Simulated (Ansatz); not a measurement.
Mg:

```
Mg
1.0
     3.20930    0.00000    0.00000
    -1.60465    2.77934    0.00000
     0.00000    0.00000    5.21030
Mg
2
Direct
  0.66667 0.33333 0.75000
  0.33333 0.66667 0.25000
```

* Program: Ansatz 0.2.0
* Task: single point
* Functional: PBEsol
* Potentials or basis: all-electron LAPW, scalar-relativistic
* Cutoff: 104 eV (chosen from the basis error)
* Basis error allowed: 0.001 eV/atom
* k mesh: 10 × 10 × 5
* Occupations: fermi-dirac, width 0.05 eV
* Spin: no spin polarisation

On this cell: pressure -1.1 GPa; largest force under 0.003 eV/Å; band gap on the k mesh none (metal or under the smearing width).

The same run follows on a disturbed copy (atoms moved at random, drawn with an rms of 0.05 Å):

```
Mg
1.0
     3.20930    0.00000    0.00000
    -1.60465    2.77934    0.00000
     0.00000    0.00000    5.21030
Mg
2
Direct
  0.67167 0.33858 0.75431
  0.33659 0.68100 0.24316
```

Problem. What does the disturbed cell give?

Solution. The energy (extrapolated to zero smearing) moves by +2.4 meV/atom; pressure -1.0 GPa; largest force 0.152 eV/Å; band gap on the k mesh none (metal or under the smearing width).

Forces on the atoms (eV/Å):
```
Mg  -0.013  0.017 -0.151
Mg   0.013 -0.017  0.151
```

Stress tensor (GPa, compression positive):
```
-1.47  0.05  0.01
 0.05 -1.34 -0.02
 0.01 -0.02 -0.21
```
